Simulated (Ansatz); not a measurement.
Mo (beta tin type), DFT, PBE, norm-conserving pseudopotentials, Ansatz's default files, scalar-relativistic (Ansatz 0.2.0), on 1 thread of Arm Neoverse V1 (shared host).

Command: `ansatz run input.yaml --threads 1 --pin off --max-ram 2048MiB --backend cpu --events-out ev --progress --plain --runs-dir out`

```yaml
crystal:
  lattice:
    - [-2.5315486885, 2.5315486885, 1.3174072928]
    - [2.5315486885, -2.5315486885, 1.3174072928]
    - [2.5315486885, 2.5315486885, -1.3174072928]
  atoms:
    - { symbol: Mo, position: [-0.375, -0.125, -0.25] }
    - { symbol: Mo, position: [0.375, 0.125, 0.25] }
kpoints:
  mp_grid: { grid: [18, 18, 18] }
scf:
  occupations: { method: fermi_dirac, width: 0.05 }
hamiltonian:
  xc: pbe
  pseudopotentials: { kind: nc }
output:
  forces: true
  stress: true
  eigenvalues: true
```

**Question.** How large is the problem that the program sets up?

**Answer.** 480 irreducible k-points, 2763 plane waves at Γ, 18 bands.

**Question.** About how long does it take, and how much memory?

**Answer.** 50 s of wall time for 6 SCF iterations, with a peak of 0.87 GiB. Times on shared machines scatter by tens of per cent.
